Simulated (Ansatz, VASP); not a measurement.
Rh: VASP beside Ansatz

```xyz
1
Lattice="0.0000 1.8730 1.9016 1.9016 0.0000 1.9016 1.9016 1.8730 0.0000" Properties=species:S:1:pos:R:3 pbc="T T T"
Rh    0.0000    0.0000    0.0000
```

Change from the starting cell: strain -0.0150 x Voigt [0, 1, 0, 0, 0, 0], atoms carried along.

Alike in both runs: task single point; functional PBE; k mesh 22 × 22 × 22; occupations gaussian, width 0.15 eV; no spin polarisation.

|  | VASP | Ansatz |
| --- | --- | --- |
| version | VASP 6.6.1 | Ansatz 0.2.0 |
| potentials or method | VASP PAW PBE potentials, release 64 (Rh_pv) | scalar-relativistic, plane waves, PAW |
| plane-wave cutoff (eV) | 520 | 420 |
| valence electrons in the cell | 15 | 17 |

Ansatz gave:

| Property | Result |
| --- | --- |
| gap on the k mesh at the Fermi level (eV) | none |
| pressure (GPa) | 10.4 |
| largest component of the traceless stress (GPa) | 2.55 |

Problem. Estimate VASP's values.

Solution. gap on the k mesh at the Fermi level (eV): none; pressure (GPa): 10.4; largest component of the traceless stress (GPa): 2.54.

A gap of «none» marks a metal or a gap that the smearing closes. With one functional, cell and mesh, what is left measures potentials, basis and numerics. The two sets of potentials don't hold the same shells in valence.
